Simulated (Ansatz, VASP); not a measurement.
One calculation of BaS, two programs

The input INCAR:

```
SYSTEM = BaS
ALGO = Normal
EDIFF = 1E-6
ENCUT = 520
GGA = PE
ISIF = 2
ISMEAR = 0
IVDW = 12
LASPH = .True.
LCHARG = .False.
LREAL = .False.
LWAVE = .False.
NBANDS = 15
NELM = 80
PREC = Accurate
SIGMA = 0.05
```

File KPOINTS:

```
k-points
0
Gamma
  6 6 6
  0 0 0
```

POSCAR

```
BaS
1.0
    0.0000000000      3.1894868001      3.1894868001
    3.1894868001      0.0000000000      3.1894868001
    3.1894868001      3.1894868001      0.0000000000
Ba S
1 1
Direct
    0.5000000000      0.5000000000      0.5000000000
    0.0000000000      0.0000000000      0.0000000000
```

Input for Ansatz:

```yaml
crystal:
  lattice:
    - [0.0, 3.1894868001, 3.1894868001]
    - [3.1894868001, 0.0, 3.1894868001]
    - [3.1894868001, 3.1894868001, 0.0]
  atoms:
    - { symbol: Ba, position: [0.5, 0.5, 0.5] }
    - { symbol: S, position: [0.0, 0.0, 0.0] }
basis:
  ecutwfc: 420
  ecutrho_ratio: 4
kpoints:
  mp_grid: { grid: [6, 6, 6] }
hamiltonian:
  xc: pbe
  dispersion: d3bj
scf:
  occupations: { method: gaussian, width: 0.05 }
output:
  forces: true
  stress: true
  eigenvalues: true
```

Alike in both runs: task single point; functional PBE; dispersion D3(BJ); k mesh 6 × 6 × 6; occupations gaussian, width 0.05 eV; no spin polarisation.

```csv
,VASP,Ansatz
version,VASP 6.6.1,Ansatz 0.2.0
potentials or method,"VASP PAW PBE potentials, release 64 (Ba_sv, S)","scalar-relativistic, plane waves, PAW"
plane-wave cutoff (eV),520,420
valence electrons in the cell,16,16
```

```tsv
	VASP	Ansatz	Ansatz less VASP
gap on the k mesh at the Fermi level (eV)	2.10	2.20	+0.100
least direct gap on the mesh (eV)	2.23	2.30	+0.068
pressure (GPa)	0.2	-0.4	-0.60
dispersion energy (meV/atom)	-278.6	-278.7	-0.11
```

Caveats: spin-orbit coupling is left out, which moves the levels of the heavy elements. A k mesh can miss the band edges.
